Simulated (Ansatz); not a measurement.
## Step by step: Be, relaxation of cell and atoms

These are results of Ansatz 0.2.0, DFT, PBE, PAW with Ansatz's default frozen-core files, scalar-relativistic, not measurements.

Command: `ansatz run input.yaml --threads 1 --pin off --max-ram 2048MiB --backend cpu --events-out ev --progress --plain --runs-dir out` The run took 2.4 s on 1 thread of AMD EPYC 9R45 96-Core Processor (Zen 5) (shared host), peak memory 0.33 GiB.

```yaml
crystal:
  lattice:
    - [-1.40625, 1.40625, 1.40625]
    - [1.40625, -1.40625, 1.40625]
    - [1.40625, 1.40625, -1.40625]
  atoms:
    - { symbol: Be, position: [0.0, 0.0, 0.0] }
kpoints:
  mp_grid: { grid: [20, 20, 20] }
scf:
  occupations: { method: fermi_dirac, width: 0.05 }
hamiltonian:
  xc: pbe
  pseudopotentials: { kind: paw }
output:
  forces: true
  stress: true
  write_density: true
  write_potential: true
  elf: true
  volumetric_format: npy
relax:
  f_tol: 0.005
  max_steps: 80
  cell: {}
```

The cell is built from the bcc type as a first guess.

The cutoff is 420 eV; energies and pressures of the walk include the program's estimate of the Pulay term.

Each frame lists the cell vectors (Å), then Cartesian positions (Å); symmetry keeps all forces zero. Free energies count from the first step, -92.3504 eV.

The walk took 6 evaluations in all; steps that aren't listed are left out.

Step 1: E = 0.0 meV, P = -23.32 GPa

```
cell -1.4062 1.4062 1.4062 1.4062 -1.4062 1.4062 1.4062 1.4062 -1.4062
Be    0.0000    0.0000    0.0000
```

Step 2:

```
cell -1.3377 1.3377 1.3377 1.3377 -1.3377 1.3377 1.3377 1.3377 -1.3377
Be    0.0000    0.0000    0.0000
```

Step 3: E = -308.7 meV, P = -5.16 GPa

```
cell -1.2691 1.2691 1.2691 1.2691 -1.2691 1.2691 1.2691 1.2691 -1.2691
Be    0.0000    0.0000    0.0000
```

Step 4: E = -314.1 meV, P = 1.82 GPa

```
cell -1.2444 1.2444 1.2444 1.2444 -1.2444 1.2444 1.2444 1.2444 -1.2444
Be    0.0000    0.0000    0.0000
```

Q: Give the energy, pressure of step 2.

A: E = -201.8 meV, P = -17.52 GPa
```
Be    0.0000    0.0000    0.0000
```

Q: How does the relaxation end?

A: It converges, with a = 2.500 Å, b = 2.500 Å, c = 2.500 Å, α = 90.00°, β = 90.00°, γ = 90.00° (conventional cell, space group Im-3m). The last solve (on a basis chosen afresh for the final cell, so its energy is not quite comparable) gives E = -314.5 meV, P = -0.02 GPa:
```
cell -1.2502 1.2502 1.2502 1.2502 -1.2502 1.2502 1.2502 1.2502 -1.2502
Be    0.0000    0.0000    0.0000
```
